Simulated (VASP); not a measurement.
# P: convergence, band structure

P, sheet, 4 atoms in the cell. PBE; PAW potentials P (PBE set). VASP 6.6.1.

Wanted: band energies at the path's corners within 0.02 eV; smallest gap over path and mesh within 0.01 eV.

What the run is for: bands; Accuracy asked: standard; Route: KPOINTS_OPT.

Band energies at the path's corners: counted from the valence top.

POSCAR:
```
P
1.0
    4.5436355900      0.0000000000      0.0000000000
    0.0000000000     -3.2954862482      0.0000000000
    0.0000000000      0.0000000000    -18.0954456430
P
4
Direct
    0.0000000000      0.0000000000      0.4421001924
    0.1776303400      0.0000000000      0.5578998076
    0.6776303400      0.5000000000      0.4421001924
    0.5000000000      0.5000000000      0.5578998076
```

The series start from Plane-wave cutoff (eV): 290; k-point mesh: 4 × 6 × 1; k points a path segment: 12; Electronic threshold (eV): 1e-6; Precision mode (PREC): Accurate; Bands in all (NBANDS): 24; Aspherical gradient terms in the spheres (LASPH): yes. Each series keeps the choices made before it, and each single choice may use up half of a tolerance.

## Plane-wave cutoff (eV)

| Plane-wave cutoff (eV) | Band energies at the path's corners, largest deviation (eV) | Smallest gap over path and mesh (eV) | Time (s) |
|---|---|---|---|
| 200 | 0.017 | 0.838 | 65 |
| 260 | 0.009 | 0.838 | 87 |
| 290 | 0.002 | 0.839 | 128 |
| 330 | 0.001 | 0.839 | 153 |
| 410 | 0.000 | 0.839 | 192 |
| 510 (reference) | 0.000 | 0.839 | 250 |

Chosen: 260, the loosest value from which every tighter one stays within half of the tolerance.

## k-point mesh

| k-point mesh | Band energies at the path's corners, largest deviation (eV) | Smallest gap over path and mesh (eV) | Time (s) |
|---|---|---|---|
| 2 × 2 × 1 | 0.038 | 0.806 | 74 |
| 2 × 3 × 1 | 0.013 | 0.831 | 69 |
| 3 × 4 × 1 | 0.010 | 0.833 | 73 |
| 4 × 6 × 1 | 0.002 | 0.838 | 87 |
| 5 × 7 × 1 | 0.001 | 0.839 | 79 |
| 6 × 8 × 1 (reference) | 0.000 | 0.840 | 91 |

Chosen: 4 × 6 × 1.

## Electronic threshold (eV)

| Electronic threshold (eV) | Band energies at the path's corners, largest deviation (eV) | Smallest gap over path and mesh (eV) | Time (s) |
|---|---|---|---|
| 1e-5 | 0.000 | 0.841 | 49 |
| 1e-6 | 0.000 | 0.841 | 44 |
| 1e-7 (reference) | 0.000 | 0.841 | 58 |

Chosen: 1e-5.

## Precision mode (PREC)

| Precision mode (PREC) | Band energies at the path's corners, largest deviation (eV) | Smallest gap over path and mesh (eV) | Time (s) |
|---|---|---|---|
| SingleN | 0.001 | 0.841 | 26 |
| Normal | 0.000 | 0.841 | 27 |
| Accurate (reference) | 0.000 | 0.841 | 49 |

Chosen: SingleN.

## Bands in all (NBANDS)

| Bands in all (NBANDS) | Band energies at the path's corners, largest deviation (eV) | Smallest gap over path and mesh (eV) | Time (s) |
|---|---|---|---|
| 12 | 0.000 | 0.840 | 13 |
| 13 | 0.000 | 0.840 | 14 |
| 14 | 0.000 | 0.840 | 16 |
| 16 | 0.000 | 0.840 | 18 |
| 24 | 0.000 | 0.841 | 26 |
| 34 (reference) | 0.000 | 0.840 | 32 |

Chosen: 12.

## Aspherical gradient terms in the spheres (LASPH)

| Aspherical gradient terms in the spheres (LASPH) | Band energies at the path's corners, largest deviation (eV) | Smallest gap over path and mesh (eV) | Time (s) |
|---|---|---|---|
| yes | 0.000 | 0.840 | 13 |
| no | 0.010 | 0.832 | 12 |

Chosen: yes; no other choice that stays within half of the tolerance saves 30 % of the time.

Also changed on the way, by series that aren't shown: k points a path segment: 5.

## All choices together

| Input | Band energies at the path's corners, largest deviation (eV) | Smallest gap over path and mesh (eV) | Time (s) |
|---|---|---|---|
| the program's defaults (naive) | 0.022 | 0.799 | 36 |
| chosen settings | 0.010 | 0.840 | 13 |
| reference settings throughout | 0.000 | 0.841 | 1032 |

The tolerance is met.

## The input

INCAR:
```
ALGO = Normal ; DIPOL = 0.5 0.5 0.500
EDIFF = 1E-5 ; EFERMI = MIDGAP
ENCUT = 260 ; GGA = PE
GGA_COMPAT = False ; IDIPOL = 3
ISMEAR = 0 ; LASPH = True
LCHARG = False ; LDIPOL = True
LREAL = False ; LWAVE = False
NBANDS = 12 ; NELM = 120
NELMDL = -8 ; PREC = SingleN
SIGMA = 0.03
```

KPOINTS:
```
Automatic mesh
0
Gamma
  4 6 1
  0 0 0
```

KPOINTS_OPT:
```
path GXSYGZURTZ,YT,UX,SR
5
line-mode
reciprocal
 0.0000000000  0.0000000000  0.0000000000  G
 0.0000000000 -0.5000000000  0.0000000000  X

 0.0000000000 -0.5000000000  0.0000000000  X
-0.5000000000 -0.5000000000  0.0000000000  S

-0.5000000000 -0.5000000000  0.0000000000  S
-0.5000000000  0.0000000000  0.0000000000  Y

-0.5000000000  0.0000000000  0.0000000000  Y
 0.0000000000  0.0000000000  0.0000000000  G

 0.0000000000  0.0000000000  0.0000000000  G
 0.0000000000  0.0000000000 -0.5000000000  Z

 0.0000000000  0.0000000000 -0.5000000000  Z
 0.0000000000 -0.5000000000 -0.5000000000  U

 0.0000000000 -0.5000000000 -0.5000000000  U
-0.5000000000 -0.5000000000 -0.5000000000  R

-0.5000000000 -0.5000000000 -0.5000000000  R
-0.5000000000  0.0000000000 -0.5000000000  T

-0.5000000000  0.0000000000 -0.5000000000  T
 0.0000000000  0.0000000000 -0.5000000000  Z

-0.5000000000  0.0000000000  0.0000000000  Y
-0.5000000000  0.0000000000 -0.5000000000  T

 0.0000000000 -0.5000000000 -0.5000000000  U
 0.0000000000 -0.5000000000  0.0000000000  X

-0.5000000000 -0.5000000000  0.0000000000  S
-0.5000000000 -0.5000000000 -0.5000000000  R
```

Commands:
```
cat potpaw_PBE.64/P/POTCAR > POTCAR
mpirun -np 1 vasp_std > vasp.out
```

Limits: PBE gaps are mostly well below measured ones.

The chosen input took VASP 6.6.1 13 s on 1 core (AMD EPYC 9R45 (Zen 5)), a shared host.

## An input that fails: fixed density asked without a density file

VASP's message: ERROR: charge density could not be read from file CHGCAR for ICHARG>10.

Changes against the starting input:
```
- NELM = 120
+ NELM = 97
+ ICHARG = 11
```
